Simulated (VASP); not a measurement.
Crystal: Nb.

```
Nb
1.0
     2.94168    0.00000    0.00000
    -1.47084    2.54757    0.00000
     0.00000    0.00000    4.80377
Nb
2
Direct
  0.33333 0.66667 0.25000
  0.66667 0.33333 0.75000
```

This isn't the form of Nb at room conditions, which is bcc.

| Quantity | Value |
| --- | --- |
| Program | VASP 6.6.1 |
| Task | relaxation of cell and atoms |
| Functional | RPBE |
| Potentials or basis | VASP PAW PBE potentials, release 64 (Nb_sv) |
| Cutoff | 600 eV |
| k mesh | 18 × 18 × 10 |
| Occupations | gaussian, width 0.1 eV |
| Spin | no spin polarisation |

At the start: pressure 8.8 GPa; volume 18.00 Å³/atom.

Where does the relaxation end?

Over 12 steps the energy falls by 79.5 meV/atom and the volume is 18.95 Å³/atom (+5.3 %); space group P6_3/mmc (No. 194, to 0.05 Å).

Step by step:
```csv
step,energy change (eV),largest force (eV/Å),pressure (GPa),volume (Å³)
1,0.0000,0.0000,8.81,36.00
2,0.0243,0.0000,-11.75,41.38
3,-0.0773,0.0000,-2.11,38.41
4,-0.1426,0.0000,-2.31,38.45
5,-0.1551,0.0000,-2.14,38.44
6,-0.1555,0.0000,-2.07,38.43
7,-0.1496,0.0000,3.62,37.07
8,-0.1589,0.0000,-0.01,37.91
9,-0.1589,0.0000,0.03,37.90
10,-0.1589,0.0000,-0.05,37.92
11,-0.1589,0.0000,-0.04,37.92
12,-0.1589,0.0000,0.02,37.90
```

Final structure:
```
CELL_PARAMETERS angstrom
2.88344 0.00000 0.00000
-1.44172 2.49713 0.00000
0.00000 0.00000 5.26380
ATOMIC_POSITIONS crystal
Nb 0.33333 0.66667 0.25000
Nb 0.66667 0.33333 0.75000
```

Caveat: the PAW data sets were made with another functional, which shifts forces and pressure a little.
